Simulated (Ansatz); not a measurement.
# The perfect armchair graphene nanoribbon (N = 9, H2 edges)

Aim: is the armchair graphene nanoribbon (N = 9, H2 edges) a metal or a semiconductor?

Method: DFT PBE, plane waves, PAW; relaxation of a wire's period, in the first sound run; inputs show where later runs differ, in Ansatz 0.2.0.

Most raw output is cut from this account.

### Step 1. Starting point

The cell holds 26 atoms: 18 C and 8 H. Its edges and angles: a = 17.981 Å, b = 8.760 Å, c = 4.260 Å, α = 90.0°, β = 90.0°, γ = 90.0°. Vacuum lies along a and b. The structure's axis is c.

### Step 2. The relaxed wire

Band widths follow the bond lengths, so the wire is relaxed first. The atoms and the third cell vector are free; the box across stays fixed as vacuum. A Fermi-Dirac smearing is set since the result may be a metal. The pressure printed is a third of the stress's trace over the whole box, vacuum included; only the stress along the axis is relaxed.

Input file input.yaml:

```yaml
crystal:
  lattice:
    - [17.981, 0.0, 0.0]
    - [0.0, 8.76, 0.0]
    - [0.0, 0.0, 4.26]
  atoms:
    - { symbol: C, position: [0.226437727, 0.5, 0.0] }
    - { symbol: C, position: [0.363221674, 0.5, 0.0] }
    - { symbol: C, position: [0.50000562, 0.5, 0.0] }
    - { symbol: C, position: [0.636789567, 0.5, 0.0] }
    - { symbol: C, position: [0.773573514, 0.5, 0.0] }
    - { symbol: C, position: [0.226437727, 0.5, 0.333333333] }
    - { symbol: C, position: [0.363221674, 0.5, 0.333333333] }
    - { symbol: C, position: [0.50000562, 0.5, 0.333333333] }
[... 14 atom lines left out ...]
    - { symbol: H, position: [0.194649908, 0.600456621, 0.922535211] }
    - { symbol: H, position: [0.194649908, 0.399543379, 0.922535211] }
    - { symbol: H, position: [0.805361333, 0.600456621, 0.922535211] }
    - { symbol: H, position: [0.805361333, 0.399543379, 0.922535211] }
kpoints:
  mp_grid: { grid: [1, 1, 19] }
scf:
  occupations: { method: fermi_dirac, width: 0.05 }
hamiltonian:
  xc: pbe
relax:
  cell: { fix: [a, b, alpha, beta, gamma] }
  max_steps: 60
```

Command:

```
ansatz run input.yaml --threads 8 --pin off --max-ram 16384MiB --backend cpu --events-out ev --progress --plain --runs-dir out
```

The job ended after 70 s (8 threads of Intel Xeon at 2.50GHz (Skylake/Cascade Lake), shared host; peak memory 2.3 GiB; 5.9 min of CPU time).

Relaxation path:

```
step  energy less that of the first step (eV)  largest force component (eV/Å)  pressure (GPa)  volume (Å³)
   1                                   0.0000                          2.6509            2.84       671.01
   2                                  -0.9307                          1.0584            0.94       674.41
   3                                  -1.0585                          0.3157            0.12       676.73
   4                                  -1.0644                          0.1456            0.23       676.41
   5                                  -1.0681                          0.0155            0.00       677.47
   6                                  -1.0682                          0.0061           -0.01       677.50
  7*                                  -1.0746                          0.0054            0.01       677.50
```

Relaxation steps marked * repeat the geometry before them on a plane-wave basis chosen anew for their cell, so energy and pressure can jump there.

Forces are held to the 8 operations that the run works with; a distortion that breaks them can't arise in this run.

```
cell as run  before  after  change
      c (Å)   4.260  4.301  +1.0 %
```

The atoms that moved most (Å, along periodic axes as changes of fractional coordinates times the final cell, across vacuum about the mean position):

```
atom      dx      dy      dz  length
 H23  -0.100  -0.011  -0.073   0.125
 H11  -0.100  -0.011   0.073   0.125
 H24  -0.100   0.011  -0.073   0.125
 H12  -0.100   0.011   0.073   0.125
 H25   0.100  -0.011  -0.073   0.125
 H26   0.100   0.011  -0.073   0.125
 H13   0.100  -0.011   0.073   0.125
 H14   0.100   0.011   0.073   0.125
```

This step gave:

| Item | Value |
| --- | --- |
| cell length along the wire | 4.301 Å |

The cell's length comes to 4.301 Å with spin left out.

### Step 3. Bands of the perfect wire

This step: DFT PBE, plane waves, PAW; bands of a perfect wire (Ansatz 0.2.0).

At the relaxed period the bands are computed along the axis; those that cross an energy going forward count the channels that a perfect wire would open there.

Input file input.yaml:

```yaml
crystal:
  lattice:
    - [17.981, 0.0, 0.0]
    - [0.0, 8.76, 0.0]
    - [0.0, 0.0, 4.3011900547]
  atoms:
    - { symbol: C, position: [0.22107549, 0.5, 0.989100459] }
    - { symbol: C, position: [0.36286925, 0.5, 0.9987693] }
    - { symbol: C, position: [0.5, 0.5, 0.001315466] }
    - { symbol: C, position: [0.63713075, 0.5, 0.9987693] }
    - { symbol: C, position: [0.77892451, 0.5, 0.989100459] }
    - { symbol: C, position: [0.22107549, 0.5, 0.344232874] }
    - { symbol: C, position: [0.36286925, 0.5, 0.334564034] }
    - { symbol: C, position: [0.5, 0.5, 0.332017867] }
[... 14 atom lines left out ...]
    - { symbol: H, position: [0.189060167, 0.599147151, 0.905498182] }
    - { symbol: H, position: [0.189060167, 0.400852849, 0.905498182] }
    - { symbol: H, position: [0.810939833, 0.599147151, 0.905498182] }
    - { symbol: H, position: [0.810939833, 0.400852849, 0.905498182] }
kpoints:
  mp_grid: { grid: [1, 1, 19] }
  band_path: { path: ["Γ", Z], npoints: 50 }
scf:
  occupations: { method: fermi_dirac, width: 0.05 }
hamiltonian:
  xc: pbe
output:
  dos: { e_range: [-5, 4] }
  write_potential: true
  write_density: true
  volumetric_format: npy
  elf: true
```

Run time: 35 s. Hardware: 8 threads; peak memory 2.6 GiB.

Numbers from this step:

```
band gap : 1.465 eV
```

The electronic bands at the labelled points (eV, zero at the Fermi level):

```
  point  band 37  band 38  band 39  band 40  band 41  band 42  band 43  band 44
      Γ    -2.64    -2.06    -1.01    -0.73     0.74     0.81     1.45     1.88
halfway    -3.58    -2.66    -2.36    -1.64     1.51     2.30     2.36     2.62
      Z    -4.32    -3.21    -2.85    -2.12     1.75     2.82     2.93     3.71
```

Valence density in the ca plane at fractional y = 0.500, with atoms of C within 0.2 Å of it. It is the smooth field of the valence electrons, not physical close to the nuclei.

Ten even steps from '_' (0.0 e/Å³) to '@' (2.0 e/Å³), each cell a mean:
```
____________________________
____________________________
____________________________
____________________________
**======++**++::______..==**
%%##**##%%@@##==......--**@@
==::....--**@@%%######%%@@##
++--::::==##@@%%##****##@@@@
@@@@%%%%@@@@%%==......--##@@
**==----++%%@@##++==++**@@@@
==::....--##@@@@%%##%%%%@@%%
%%%%####%%@@%%==::....--##@@
##**++++##@@@@++--::--==%%@@
--......--**@@@@@@%%@@@@@@%%
##++==++##@@@@**--::--++%%@@
%%%%####%%@@%%==::....--##@@
==::....--##@@@@%%%%%%@@@@%%
++--::::==##%%##++==++**%%%%
%%%%####%%@@##--..__..::**@@
==--::::--==--..______..--==
____________________________
____________________________
____________________________
____________________________
```
Columns run along c (4.3 Å), rows up along a (18.0 Å). Atoms in or near the plane, at fractional coordinates: C at (0.99, 0.22), C at (0.00, 0.36), C at (0.00, 0.50), C at (0.00, 0.64), C at (0.99, 0.78), C at (0.34, 0.22), C at (0.33, 0.36), C at (0.33, 0.50), C at (0.33, 0.64), C at (0.34, 0.78), C at (0.51, 0.30), C at (0.50, 0.43), C at (0.50, 0.57), C at (0.51, 0.70) and more.

Electrostatic potential energy in the ca plane at fractional y = 0.500, with atoms of C within 0.2 Å of it. With pseudopotentials it is smooth inside the atoms' cores, unlike the true potential.

Values in eV, 24 rows by 14 columns, each cell a mean:
```
  2   2   2   2   2   2   2   2   2   2   2   2   2   2
  2   2   2   2   2   2   2   2   2   2   2   2   2   2
  2   2   2   2   2   2   2   2   2   2   2   2   2   2
  1   1   1   1   1   1   1   2   2   2   2   2   1   1
-38 -23  -8 -17 -35 -37 -22  -4   0   1   1  -3 -15 -33
-61 -38 -14 -28 -56 -61 -39 -11  -3  -1  -2  -7 -29 -56
 -9  -4  -1  -2  -7 -21 -45 -55 -39 -17 -31 -53 -51 -29
-16  -8  -4  -6 -14 -25 -42 -49 -34 -15 -27 -47 -46 -30
-73 -51 -21 -39 -69 -68 -40  -9  -3  -1  -2  -6 -29 -62
-24 -14  -6 -11 -21 -30 -36 -37 -24 -10 -18 -34 -38 -32
-10  -4  -2  -3  -8 -26 -55 -65 -45 -19 -35 -62 -61 -36
-61 -42 -18 -33 -58 -57 -34 -11  -5  -2  -4  -9 -25 -51
-43 -28 -12 -22 -40 -42 -31 -19 -11  -5  -8 -17 -27 -38
 -9  -3  -1  -2  -6 -28 -61 -73 -51 -21 -39 -69 -68 -39
-41 -26 -11 -20 -38 -41 -32 -21 -12  -5  -9 -19 -28 -39
-62 -43 -17 -33 -59 -59 -35 -11  -5  -2  -4  -9 -26 -53
 -9  -4  -1  -3  -7 -24 -54 -66 -48 -21 -38 -63 -61 -34
-16  -8  -3  -6 -14 -23 -33 -37 -25 -11 -19 -34 -35 -26
-71 -45 -16 -33 -66 -70 -45 -10  -2   0  -1  -6 -33 -65
-20 -11  -4  -8 -18 -19 -10  -2   1   2   1  -1  -7 -17
  2   2   2   2   2   2   2   2   2   2   2   2   2   2
  2   2   2   2   2   2   2   2   2   2   2   2   2   2
  2   2   2   2   2   2   2   2   2   2   2   2   2   2
  2   2   2   2   2   2   2   2   2   2   2   2   2   2
```
Columns run along c (4.3 Å; values clipped at the 3rd and 97th percentile), rows up along a (18.0 Å). Atoms in or near the plane, at fractional coordinates: C at (0.99, 0.22), C at (0.00, 0.36), C at (0.00, 0.50), C at (0.00, 0.64), C at (0.99, 0.78), C at (0.34, 0.22), C at (0.33, 0.36), C at (0.33, 0.50), C at (0.33, 0.64), C at (0.34, 0.78), C at (0.51, 0.30), C at (0.50, 0.43), C at (0.50, 0.57), C at (0.51, 0.70) and more.

ELF in the ca plane at fractional y = 0.500, with atoms of C within 0.2 Å of it. It is the smooth field of the valence electrons, not physical close to the nuclei.

Ten even steps from '_' (0.00) to '@' (0.91), each cell a mean:
```
____________________________
____________________________
____________________________
::..__..::----::______..----
==++##**==++**++::__..==**++
--##@@%%====****--..::++##++
##--::--**%%##==**%%##==**%%
##==----**%%##++++##**==##%%
::**@@%%::--****::__..++##==
##++====**%%%%**++**++++%%@@
**--..::++##++--**@@##--==##
--**%%##--++##**--..::++##**
++++##**++##@@##==--==**%%%%
**::__..++##==::**@@##::--**
++++****++##@@##======**%%%%
--**@@##--++##**--..::++##**
**--..::++##**--++@@##--==##
##++====**@@%%**++******%%@@
::**@@%%--::++++::__..==**--
++==++++++****++::__..==****
..______..::::..______..::::
____________________________
____________________________
____________________________
```
Columns run along c (4.3 Å), rows up along a (18.0 Å). Atoms in or near the plane, at fractional coordinates: C at (0.99, 0.22), C at (0.00, 0.36), C at (0.00, 0.50), C at (0.00, 0.64), C at (0.99, 0.78), C at (0.34, 0.22), C at (0.33, 0.36), C at (0.33, 0.50), C at (0.33, 0.64), C at (0.34, 0.78), C at (0.51, 0.30), C at (0.50, 0.43), C at (0.50, 0.57), C at (0.51, 0.70) and more.

The gap is 1.46 eV, with spin left out.

### Step 4. Another level of theory, k-mesh 1×1×14

This step: DFT LDA, plane waves, PAW; bands of a perfect wire at the PBE geometry (Ansatz 0.2.0).

The atoms stay at the PBE geometry and the functional changes. At fixed atoms LDA and the gradient-corrected functionals usually give like bands; this run checks that. Against the first PBE run of this kind, the mesh along the wire has 14 points against 19.

Changes to input.yaml since step 3:

```diff
@@ -33,3 +33,3 @@
 kpoints:
-  mp_grid: { grid: [1, 1, 19] }
+  mp_grid: { grid: [1, 1, 14] }
   band_path: { path: ["Γ", Z], npoints: 50 }
@@ -38,8 +38,2 @@
 hamiltonian:
-  xc: pbe
-output:
-  dos: { e_range: [-5, 4] }
-  write_potential: true
-  write_density: true
-  volumetric_format: npy
-  elf: true
+  xc: lda
```

Run time: 32 s. Hardware: 8 threads; peak memory 2.5 GiB; 3.2 min of CPU time.

This step gave:

```yaml
band_gap: 1.474 eV
```

The electronic bands at the labelled points (eV, zero at the Fermi level):

```
  point  band 37  band 38  band 39  band 40  band 41  band 42  band 43  band 44
      Γ    -2.64    -2.05    -1.00    -0.73     0.75     0.79     1.41     2.04
halfway    -3.58    -2.66    -2.33    -1.62     1.49     2.28     2.52     2.61
      Z    -4.30    -3.21    -2.81    -2.09     1.70     2.79     2.91     3.83
```

The gap is 1.47 eV, against 1.46 eV under PBE at the relaxed period.

### Step 5. Another level of theory, k-mesh 1×1×14 (run 2)

This step: DFT PBEsol, plane waves, PAW; bands of a perfect wire at the PBE geometry (Ansatz 0.2.0).

Changes to input.yaml since step 4:

```diff
@@ -38,2 +38,2 @@
 hamiltonian:
-  xc: lda
+  xc: pbesol
```

It took 29 s on 8 threads; peak memory 2.5 GiB.

Electronic bands along the path, in eV, zero at the Fermi level:

```
  point  band 37  band 38  band 39  band 40  band 41  band 42  band 43  band 44
      Γ    -2.65    -2.06    -1.00    -0.73     0.74     0.80     1.43     1.97
halfway    -3.59    -2.67    -2.35    -1.63     1.51     2.30     2.45     2.63
      Z    -4.31    -3.22    -2.83    -2.11     1.73     2.81     2.93     3.79
```

The gap is 1.47 eV, against 1.46 eV under PBE at the relaxed period.

### Step 6. Levels at the same atoms, cutoff 500 eV, k-mesh 1×1×14

This step: DFT r2SCAN, plane waves, PAW; bands of a perfect wire at the PBE geometry (Ansatz 0.2.0).

The atoms stay at the PBE geometry and the functional changes. r2SCAN also reads the kinetic-energy density; it often gives larger moments and wider gaps than PBE, at a higher cost. Against the first PBE run of this kind, the cutoff is 500 eV against 420 and the mesh along the wire has 14 points against 19.

Changes to input.yaml since step 5:

```diff
@@ -38,2 +38,2 @@
 hamiltonian:
-  xc: pbesol
+  xc: r2scan
```

Elapsed: 51 s, on 8 threads; peak memory 3.9 GiB; 5.6 min of CPU time.

The electronic bands at the labelled points (eV, zero at the Fermi level):

```
  point  band 37  band 38  band 39  band 40  band 41  band 42  band 43  band 44
      Γ    -2.81    -2.20    -1.08    -0.77     0.78     0.87     1.56     2.39
halfway    -3.81    -2.84    -2.52    -1.75     1.62     2.46     2.82     2.88
      Z    -4.59    -3.42    -3.05    -2.27     1.87     3.02     3.15     4.25
```

The gap is 1.55 eV, against 1.46 eV under PBE at the relaxed period.

### Step 7. Side by side

Times are for 8 threads of Intel Xeon at 2.50GHz (Skylake/Cascade Lake), shared host. The series side by side:

```
no.   level  band gap (eV)  time  memory (GiB)
  1     LDA          1.474  32 s           2.5
  2  PBEsol          1.474  29 s           2.5
  3  r2SCAN          1.554  51 s           3.9
```

### Step 8. At a strained period, period over the relaxed period 0.94, k-mesh 1×1×15

This step: DFT PBE, plane waves, PAW; relaxation at a fixed period (Ansatz 0.2.0).

The period is set to 0.94 times the relaxed one and the atoms relax within it: strain changes bond lengths and angles, which shifts the bands against each other. Against the first PBE run of this kind, the mesh along the wire has 15 points against 19.

The cell differs from the one that the last finished run ended in (c 4.301 → 4.043 Å).

Changes to input.yaml since step 6:

```diff
@@ -4,3 +4,3 @@
     - [0.0, 8.76, 0.0]
-    - [0.0, 0.0, 4.3011900547]
+    - [0.0, 0.0, 4.0431186514]
   atoms:
@@ -33,3 +33,3 @@
 kpoints:
-  mp_grid: { grid: [1, 1, 14] }
+  mp_grid: { grid: [1, 1, 15] }
   band_path: { path: ["Γ", Z], npoints: 50 }
@@ -38,2 +38,7 @@
 hamiltonian:
-  xc: r2scan
+  xc: pbe
+relax:
+  max_steps: 40
+  f_tol: 0.02
+output:
+  stress: true
```

Wall time 58 s (8 threads); peak memory 2.4 GiB; 4.9 min of CPU time.

The steps of the relaxation:

```
step  energy less that of the first step (eV)  largest force component (eV/Å)
   1                                   0.0000                          2.4086
   2                                  -0.3174                          0.9725
   3                                  -0.3552                          0.1912
   4                                  -0.3567                          0.0114
   5                                  -0.3567                          0.0114
```

Forces are held to the 8 operations that the run works with; a distortion that breaks them can't arise in this run.

The atoms that moved most (Å):

```
atom      dx     dy      dz  length
 H13   0.053  0.000   0.058   0.079
 H14   0.053  0.000   0.058   0.079
 H12  -0.053  0.000   0.058   0.079
 H11  -0.053  0.000   0.058   0.079
 H26   0.053  0.000  -0.058   0.079
 H25   0.053  0.000  -0.058   0.079
 H24  -0.053  0.000  -0.058   0.079
 H23  -0.053  0.000  -0.058   0.079
```

The relaxed structure:

```cif
data_structure
_symmetry_space_group_name_H-M 'P 1'
_symmetry_Int_Tables_number 1
_cell_length_a 17.9810
_cell_length_b 8.7600
_cell_length_c 4.0431
_cell_angle_alpha 90.000
_cell_angle_beta 90.000
_cell_angle_gamma 90.000
_cell_volume 636.85
loop_
_atom_site_label
_atom_site_type_symbol
_atom_site_fract_x
_atom_site_fract_y
_atom_site_fract_z
_atom_site_occupancy
C1 C 0.21733 0.50000 0.98417 1
C2 C 0.36135 0.50000 0.99648 1
C3 C 0.50000 0.50000 0.99836 1
C4 C 0.63865 0.50000 0.99648 1
C5 C 0.78267 0.50000 0.98417 1
C6 C 0.21733 0.50000 0.34916 1
C7 C 0.36135 0.50000 0.33685 1
C8 C 0.50000 0.50000 0.33497 1
C9 C 0.63865 0.50000 0.33685 1
C10 C 0.78267 0.50000 0.34916 1
H11 H 0.18611 0.59919 0.44221 1
H12 H 0.18611 0.40081 0.44221 1
H13 H 0.81389 0.59919 0.44221 1
H14 H 0.81389 0.40081 0.44221 1
C15 C 0.29250 0.50000 0.50037 1
C16 C 0.43040 0.50000 0.49722 1
C17 C 0.56960 0.50000 0.49722 1
C18 C 0.70750 0.50000 0.50037 1
C19 C 0.29250 0.50000 0.83296 1
C20 C 0.43040 0.50000 0.83611 1
C21 C 0.56960 0.50000 0.83611 1
C22 C 0.70750 0.50000 0.83296 1
H23 H 0.18611 0.59919 0.89112 1
H24 H 0.18611 0.40081 0.89112 1
H25 H 0.81389 0.59919 0.89112 1
H26 H 0.81389 0.40081 0.89112 1
```

This step gave:

| Item | Value |
| --- | --- |
| band gap | 1.305 eV |

(Part 1 of 2 ends here.)

[Logs are printed without paths, hosts, clocks, repeated set-up lines and the standing remarks that a program may print on its own settings, such as how far it seeks lower states.]

[Hosts, paths, dates, database ids (printed as entryN), source tags and the programs' standing remarks are cut or masked in the printed files.]
